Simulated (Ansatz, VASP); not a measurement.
# Two plane-wave programs on O2

```
O
1.0
     9.00000    0.00000    0.00000
     0.00000    9.50000    0.00000
     0.00000    0.00000   10.00000
O
2
Direct
  0.50000 0.50000 0.43973
  0.50000 0.50000 0.56027
```

Alike in both runs: functional r2SCAN; k mesh 1 × 1 × 1; occupations fermi-dirac, width 0.02 eV; collinear spin.

Ansatz relaxed the structure, and its values are those at the end. VASP's run is a single point on that final structure, the one shown.

```csv
,VASP,Ansatz
version,VASP 6.6.1,Ansatz 0.2.0
potentials or method,"VASP PAW PBE potentials, release 64 (O)","plane waves, PAW"
plane-wave cutoff (eV),520,550
valence electrons in the cell,12,12
```

```csv
,VASP,Ansatz,Ansatz less VASP
rms of the force components (eV/Å),0.833,0.002,-0.8308
net moment per atom (μB),1.00,1.00,0.000
size of the moment on the site where the two differ most (μB),0.83,0.57,-0.257
```

Site moments also hang on the region over which each program counts them. One of these differences is far larger than is usual between the two programs; its cause wasn't traced. The functional is the same, so the differences come from potentials, cutoffs and numerics. Ansatz warned: «end_state_compared».

Caveats: the standard files for N, O and F lose accuracy on very short bonds; the PAW data sets were made with another functional, which shifts forces and pressure a little (VASP). r2SCAN opens gaps a little over a GGA but as a rule still falls short of measured ones.
